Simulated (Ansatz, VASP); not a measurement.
**Two plane-wave programs on Be2C**

File INCAR:

```
  PREC = Accurate
  ENCUT = 520
  EDIFF = 1E-6
  ISMEAR = 0
  SIGMA = 0.01
  LREAL = False
  LASPH = True
  NELM = 100
  ALGO = Normal
  ISIF = 2
  LWAVE = False
  LCHARG = True
  GGA = PE
  LELF = True
  LVHAR = True
  NBANDS = 11
```

KPOINTS

```
Automatic mesh
0
Gamma
  7 7 7
```

POSCAR

```
Be2C
1.0
    0.0000000000      2.1650000000      2.1650000000
    2.1650000000      0.0000000000      2.1650000000
    2.1650000000      2.1650000000      0.0000000000
Be C
2 1
Direct
    0.2500000000      0.2500000000      0.2500000000
    0.7500000000      0.7500000000      0.7500000000
    0.0000000000      0.0000000000      0.0000000000
```

Input for Ansatz:

```yaml
crystal:
  lattice:
    - [0.0, 2.165, 2.165]
    - [2.165, 0.0, 2.165]
    - [2.165, 2.165, 0.0]
  atoms:
    - { symbol: Be, position: [0.25, 0.25, 0.25] }
    - { symbol: Be, position: [0.75, 0.75, 0.75] }
    - { symbol: C, position: [0.0, 0.0, 0.0] }
kpoints:
  mp_grid:
    grid: [7, 7, 7]
hamiltonian:
  xc: pbe
  pseudopotentials:
    kind: nc
scf:
  occupations:
    method: fixed
output:
  forces: true
  stress: true
  eigenvalues: true
```

Alike in both runs: task single point; functional PBE; k mesh 7 × 7 × 7; no spin polarisation.

|  | VASP | Ansatz |
| --- | --- | --- |
| version | VASP 6.6.1 | Ansatz 0.2.0 |
| potentials or method | VASP PAW PBE potentials, release 64 (Be, C) | plane waves, norm-conserving potentials |
| plane-wave cutoff (eV) | 520 | 1800 |
| occupations | gaussian, width 0.01 eV | fixed |
| valence electrons in the cell | 8 | 12 |

|  | VASP | Ansatz | Ansatz less VASP |
| --- | --- | --- | --- |
| gap on the k mesh at the Fermi level (eV) | 1.39 | 1.40 | +0.008 |
| pressure (GPa) | 0.2 | 0.1 | -0.10 |

The two sets of potentials don't hold the same shells in valence.

Caveats: an odd mesh through Γ misses points on the zone boundary, where band edges often lie. As with any semilocal functional, this PBE gap is likely too small.
